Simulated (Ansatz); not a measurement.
# TiB2 (P6/mmm) in Ansatz: notebook

One crystal, TiB2, is run at these levels: PBE, LDA, PBEsol; tasks: band structure.

All numbers are computed with Ansatz 0.2.0; they aren't measurements. Logs are shortened: lines on timing, memory, paths and dates and some standing lists are left out, and cuts for length are marked.

**1. The crystal as given**

The structure is hexagonal, space group P6/mmm (No. 191). Conventional cell: a = 3.029 Å, b = 3.029 Å, c = 3.228 Å, α = 90.00°, β = 90.00°, γ = 120.00°. Ti (site symmetry 6/mmm) is surrounded by 12 B at 2.38 Å. B (site symmetry -6m2) is surrounded by 3 B at 1.75 Å.

**2. Band structure, PBE**

The input, input.yaml:

```yaml
crystal:
  lattice:
    - [3.0292, 0.0, 0.0]
    - [-1.5146, 2.6233641531, 0.0]
    - [0.0, 0.0, 3.2284]
  atoms:
    - { symbol: Ti, position: [0.0, 0.0, 0.0] }
    - { symbol: B, position: [0.6666666667, 0.3333333333, 0.5] }
    - { symbol: B, position: [0.3333333333, 0.6666666667, 0.5] }
hamiltonian:
  xc: pbe
  pseudopotentials: { kind: paw }
kpoints:
  mp_grid: { grid: [10, 10, 8] }
  band_path:
    path:
      - [[0.0, 0.0, 0.0], [0.5, 0.0, 0.0], [0.3333333333, 0.3333333333, 0.0], [0.0, 0.0, 0.0], [0.0, 0.0, 0.5], [0.5, 0.0, 0.5], [0.3333333333, 0.3333333333, 0.5], [0.0, 0.0, 0.5]]
      - [[0.5, 0.0, 0.5], [0.5, 0.0, 0.0]]
      - [[0.3333333333, 0.3333333333, 0.0], [0.3333333333, 0.3333333333, 0.5]]
    npoints: 14
scf:
  occupations: { method: fermi_dirac, width: 0.05 }
  n_extra_bands: 7
output:
  forces: true
  stress: true
  eigenvalues: true
  fatbands: false
```

Potentials or basis: Ansatz PAW.

On the command line:

```console
$ ansatz run input.yaml --threads 2 --pin off --max-ram 5632MiB --backend cpu --events-out ev --progress --plain --runs-dir out
```

Output:

```text
Warning: RAYON_NUM_THREADS=2 ignored (pool sized by the plan → 2); use --threads N
scf.n_extra_bands = 7 over 9 filled bands (N_el = 18.0): the run solves 16 bands
Engine: ansatz 0.2.0, x86_64-unknown-linux-gnu
Pseudopotentials: kind: paw
Pseudopotential: Ti, paw, valence charge 12, recommended cutoff 420 eV (normal), Ti.paw.azcp
Pseudopotential: B, paw, valence charge 3, recommended cutoff 420 eV (normal), B.paw.azcp
Functional definition: PBE
  parameter kappa = 0.804
  parameter beta = 0.06672455060314922
  exchange = pbe_x(kappa = kappa, mu = beta*pi^2/3)
  correlation = pbe_c(beta = beta)
Crystal: 3 atoms, lattice volume = 25.655 Å³
Basis set: ecut = 420 eV, 503 PW (Γ), exchange–correlation on 48×48×48 points (8 copies of the dense FFT grid, shifted against one another)
Bands: 16, of which v1, the nominal top of the filled ones, is band 9 counted from 1 (8 counted from 0)
Symmetry: 24 space group operations
Space group: P6/mmm (ITA 191), of the structure as read, at distance tolerance 2.9e-5 Å
k-points: 70 of 800
Non-local potential: Ti, projectors of the file, l = 0: 3, l = 1: 2, l = 2: 3, l = 3: 1
Non-local potential: B, projectors of the file, l = 0: 2, l = 1: 2, l = 2: 1
PAW form: soft (Blöchl's): semilocal exchange-correlation on the pseudo side does not see the compensation charge
PAW one-centre angular grid: Ti, 590 points (default); XC on 64 Gauss nodes
PAW one-centre angular grid: B, 110 points (default); XC on 64 Gauss nodes
Initial density: superposition of atomic densities (neutral atoms: chi_scale 0, normalization atom), corrected by the library's trained network
Initial wavefunctions: pseudopotential atomic-orbital guess
Functional: x = pbe(κ = 0.804, μ = 0.2195149727645171), c = pbe(β = 0.06672455060314922)
SCF iter   1: F=—  HF=-2814.689704 eV  |F-HF|=—  |Δ(HF+E_count)|=         —  Δρ=3.12e-3  dr2=2.00e-3  ethr=1.77e-3  ⟨swp⟩=5.0  Hψ=5187  notcnv=0
preconditioner: auto → none  [metal: Δε(μ)=0.012 eV  Ē_g=10.447 eV  σ=0.050 eV  W_gap=0.06  n_scr=8 (ndim 8)  ℏωp=23.2 eV  f_vac=0.000  D(μ)=0.84/eV (n_scr^D=8)  sad-step TF]
SCF iter   2: F=—  HF=-2814.689104 eV  |F-HF|=—  |Δ(HF+E_count)|=   6.01e-4  Δρ=1.81e-3  dr2=8.10e-4  ethr=1.11e-5  ⟨swp⟩=1.0  Hψ=1680  notcnv=0  defer=19
SCF iter   3: F=—  HF=-2814.688928 eV  |F-HF|=—  |Δ(HF+E_count)|=   1.76e-4  Δρ=1.85e-4  dr2=1.18e-5  ethr=4.50e-6  ⟨swp⟩=2.5  Hψ=1468  notcnv=0  defer=19
SCF iter   4: F=—  HF=-2814.688918 eV  |F-HF|=—  |Δ(HF+E_count)|=   1.02e-5  Δρ=1.87e-5  dr2=5.48e-8  ethr=6.54e-8  ⟨swp⟩=2.0  Hψ=1208  notcnv=0  defer=19
iter 5 did not close the SCF: its close was put off for the readings that it lacked (scf_convergence_deferred on its scf_iter line)
SCF iter   5: F=-2814.688918 eV  HF=-2814.688918 eV  |F-HF|=3.45e-9  |Δ(HF+E_count)|=   6.46e-9  Δρ=4.07e-6  dr2=4.79e-9  ethr=3.05e-10  ⟨swp⟩=2.3  Hψ=1453  notcnv=0  defer=19
SCF iter   6: F=-2814.688918 eV  HF=-2814.688918 eV  |F-HF|=8.19e-12  |Δ(HF+E_count)|=   2.06e-9  Δρ=6.19e-7  dr2=3.90e-11  ethr=2.66e-11  ⟨swp⟩=4.3  Hψ=4135  notcnv=0
SCF 1 converged in 6 iterations: F = -2814.688918 eV  dr2 = 3.90e-11
NSCF: frozen V_eff on 129 k-points
SCF converged after 6 iterations
Free energy (F): -2814.688918 eV
Harris-Foulkes:  -2814.688918 eV  (|F-HF|=8.19e-12)
Internal energy: -2814.682555 eV  (E = F + TS)
E sigma→0 (E₀):  -2814.685736 eV
Entropy (-TS):   -0.006363 eV (-2.121 meV/atom)
Fermi energy:    15.113589 eV
--- Per-component energies (eV) ---
  E_band       = -93.657269
  E_kinetic    = 376.021801
  E_local      = -787.437168  (includes V_loc(G=0)·N_el)
  E_nonlocal   = 28.809513
  E_hartree    = 333.828331
  E_xc         = -165.110813
  E_vxc        = -202.814384  (∫ρ·V_xc dr)
  E_paw        = -1204.611399  (= ΣΔE_a)
  E_vpaw       = -175.893689  (= ΣTr[D̂ρ^β])
  E_aug_tail   = 0.000100  (compensation charges beyond the density's cutoff)
  E_ewald      = -1396.182920
  E_smearing   = -0.006363  (= −TS)
  E_closure    = -0.000000  (closes the sum)
  Σ components = -2814.688918   (vs F -2814.688918, Δ=0.00e0)
--- Forces (eV/Å), atoms counted from 1 ---
  atom   1  Ti    -0.00000000     0.00000000     0.00000000
  atom   2  B      0.00000000     0.00000000     0.00000000
  atom   3  B     -0.00000000    -0.00000000     0.00000000
  max |Σ_I F_I| component: 9.25e-17 eV/Å
--- Stress (GPa, compression-positive) ---
        0.467035       0.000000      -0.000000
        0.000000       0.467035      -0.000000
       -0.000000      -0.000000       0.020392
  P = ⅓ Tr σ = 0.3182 GPa (3.182 kbar)
--- Band table (eV; the first three rows and the last of 70) ---
  k-point 0: bands = ["-41.7534", "-18.1058", "-17.8023", "-17.8023", "1.6597", "12.5659", "12.5659", "12.8422", "13.0578", "17.0696", "17.0696", "18.8226", "18.8226", "20.9436", "20.9436", "22.0832"]
  k-point 1: bands = ["-41.7512", "-18.1356", "-17.7999", "-17.7999", "1.8657", "11.3161", "12.7301", "12.7301", "14.3737", "16.5937", "16.5937", "18.4689", "18.4689", "21.6900", "21.6900", "22.0266"]
  k-point 2: bands = ["-41.7460", "-18.2068", "-17.7942", "-17.7942", "2.4328", "9.6413", "13.2114", "13.2114", "15.5577", "15.7910", "15.7910", "17.5591", "17.5591", "21.8956", "23.2324", "23.2324"]
  k-point 69: bands = ["-41.6789", "-18.2009", "-18.0892", "-18.0141", "6.1100", "7.1204", "9.5222", "11.8081", "12.1149", "17.6792", "19.1115", "19.2575", "19.5459", "20.2598", "22.3331", "25.8505"]
```

Wall time 1.1 s (2 threads of Intel Xeon Platinum 8488C (Sapphire Rapids), shared host); peak memory 0.37 GiB.

Results:

- Free energy: -2814.6889 eV
- Pressure: 0.3 GPa
- Band gap on the k mesh: none (metal or under the smearing width)

Stress tensor (GPa, compression positive):
```
0.47 0.00 0.00
0.00 0.47 0.00
0.00 0.00 0.02
```

Levels at the corners of the path, in eV from the Fermi level:
```
point  band 7  band 8  band 9  band 10  band 11  band 12
    Γ   -2.55   -2.27   -2.06     1.96     1.96     3.71
    M   -3.21   -3.17   -2.21     1.40     2.80     3.28
    K   -7.28   -1.81   -1.81     1.42     1.42     2.06
    Γ   -2.55   -2.27   -2.06     1.96     1.96     3.71
    A   -0.50   -0.50   -0.12    -0.12     0.49     0.49
    L   -4.58   -3.77   -3.09     2.55     2.98     4.53
    H   -5.67   -3.11   -3.11     2.57     4.30     4.30
    A   -0.50   -0.50   -0.12    -0.12     0.49     0.49
    L   -4.58   -3.77   -3.09     2.55     2.98     4.53
    M   -3.21   -3.17   -2.21     1.40     2.80     3.28
    K   -7.28   -1.81   -1.81     1.42     1.42     2.06
    H   -5.67   -3.11   -3.11     2.57     4.30     4.30
```

**3. Band structure, LDA**

input.yaml: that of step 2 with these lines changed.

```diff
@@ -10,3 +10,3 @@
 hamiltonian:
-  xc: pbe
+  xc: lda
   pseudopotentials: { kind: paw }
@@ -28 +28,5 @@
   fatbands: false
+  write_density: true
+  write_potential: true
+  elf: true
+  volumetric_format: npy
```

Potentials or basis: Ansatz PAW.

On the command line:

```console
$ ansatz run input.yaml --threads 2 --pin off --max-ram 5632MiB --backend cpu --events-out ev --progress --plain --runs-dir out
```

It took 1.1 s on 2 threads of Intel Xeon Platinum 8488C (Sapphire Rapids), shared host; peak memory 0.38 GiB.

The run converged. Its results:

```yaml
Free_energy: -2753.2562 eV
Pressure: -11.2 GPa
Band_gap_on_the_k_mesh: none (metal or under the smearing width)
```

Stress tensor (GPa, compression positive):
```
-10.83   0.00   0.00
  0.00 -10.83   0.00
  0.00   0.00 -11.88
```

Levels at the corners of the path, in eV from the Fermi level:
```
point  band 5  band 6  band 7  band 8  band 9  band 10  band 11  band 12  band 13  band 14
    Γ  -13.25   -2.53   -2.53   -2.20   -2.05     1.95     1.95     3.70     3.70     5.87
    M   -9.19   -8.96   -3.16   -3.14   -2.19     1.39     2.79     3.28     3.45     7.53
    K   -8.08   -8.08   -7.22   -1.79   -1.79     1.43     1.43     2.04     6.98     6.98
    Γ  -13.25   -2.53   -2.53   -2.20   -2.05     1.95     1.95     3.70     3.70     5.87
    A  -11.29   -7.47   -0.47   -0.47   -0.11    -0.11     0.48     0.48     1.68     6.62
    L   -9.52   -7.35   -4.55   -3.73   -2.99     2.53     2.97     4.56     4.64     5.57
    H   -8.36   -8.36   -5.59   -3.04   -3.04     2.55     4.33     4.33     4.57     4.57
    A  -11.29   -7.47   -0.47   -0.47   -0.11    -0.11     0.48     0.48     1.68     6.62
    L   -9.52   -7.35   -4.55   -3.73   -2.99     2.53     2.97     4.56     4.64     5.57
    M   -9.19   -8.96   -3.16   -3.14   -2.19     1.39     2.79     3.28     3.45     7.53
    K   -8.08   -8.08   -7.22   -1.79   -1.79     1.43     1.43     2.04     6.98     6.98
    H   -8.36   -8.36   -5.59   -3.04   -3.04     2.55     4.33     4.33     4.57     4.57
```

Caveat: the PAW data sets come from PBE, with cores solved anew for the run's functional, which leaves a small shift of forces and pressure.

**4. Band structure, PBEsol**

input.yaml: that of step 3 with these lines changed.

```diff
@@ -10,3 +10,3 @@
 hamiltonian:
-  xc: lda
+  xc: pbesol
   pseudopotentials: { kind: paw }
@@ -28,5 +28 @@
   fatbands: false
-  write_density: true
-  write_potential: true
-  elf: true
-  volumetric_format: npy
```

On the command line:

```console
$ ansatz run input.yaml --threads 2 --pin off --max-ram 5632MiB --backend cpu --events-out ev --progress --plain --runs-dir out
```

Wall time 1.1 s (2 threads of Intel Xeon Platinum 8488C (Sapphire Rapids), shared host); peak memory 0.37 GiB.

Results (log left out):

```yaml
Free_energy: -2782.6074 eV
Pressure: -5.1 GPa
Band_gap_on_the_k_mesh: none (metal or under the smearing width)
```

Stress tensor (GPa, compression positive):
```
-4.32  0.00  0.00
 0.00 -4.32  0.00
 0.00  0.00 -6.52
```

Levels at the corners of the path, in eV from the Fermi level:
```csv
point,band 6,band 7,band 8,band 9,band 10,band 11,band 12,band 13
Γ,-2.53,-2.53,-2.24,-2.08,1.97,1.97,3.75,3.75
M,-9.11,-3.18,-3.16,-2.23,1.41,2.83,3.31,3.45
K,-8.21,-7.29,-1.80,-1.80,1.44,1.44,2.07,7.03
Γ,-2.53,-2.53,-2.24,-2.08,1.97,1.97,3.75,3.75
A,-7.55,-0.46,-0.46,-0.12,-0.12,0.50,0.50,1.71
L,-7.45,-4.57,-3.77,-3.07,2.56,3.01,4.58,4.69
H,-8.47,-5.65,-3.10,-3.10,2.59,4.35,4.35,4.59
A,-7.55,-0.46,-0.46,-0.12,-0.12,0.50,0.50,1.71
L,-7.45,-4.57,-3.77,-3.07,2.56,3.01,4.58,4.69
M,-9.11,-3.18,-3.16,-2.23,1.41,2.83,3.31,3.45
K,-8.21,-7.29,-1.80,-1.80,1.44,1.44,2.07,7.03
H,-8.47,-5.65,-3.10,-3.10,2.59,4.35,4.35,4.59
```

Caveat: the PAW data sets come from PBE, with cores solved anew for the run's functional, which leaves a small shift of forces and pressure.

**5. Summary**

```tsv
level	gap on the mesh (eV)	pressure (GPa)
PBE	none	0.3
LDA	none	-11.2
PBEsol	none	-5.1
```

Alike in all rows: task band structure; potentials or basis Ansatz PAW; no spin polarisation; cell as given; k mesh 10 × 10 × 8; cutoff (eV) 420; smearing fermi-dirac 0.05 eV.

Every run on the cell as given and a fine mesh finds a metal. The pressure there spans -11.2 GPa (LDA) to 0.3 GPa (PBE); a positive pressure means that this level wants a larger cell, a negative one a smaller.

Caveats: the PAW data sets come from PBE, with cores solved anew for the run's functional, which leaves a small shift of forces and pressure (some runs).

Absolute energies hang on the potentials; compare differences alone.
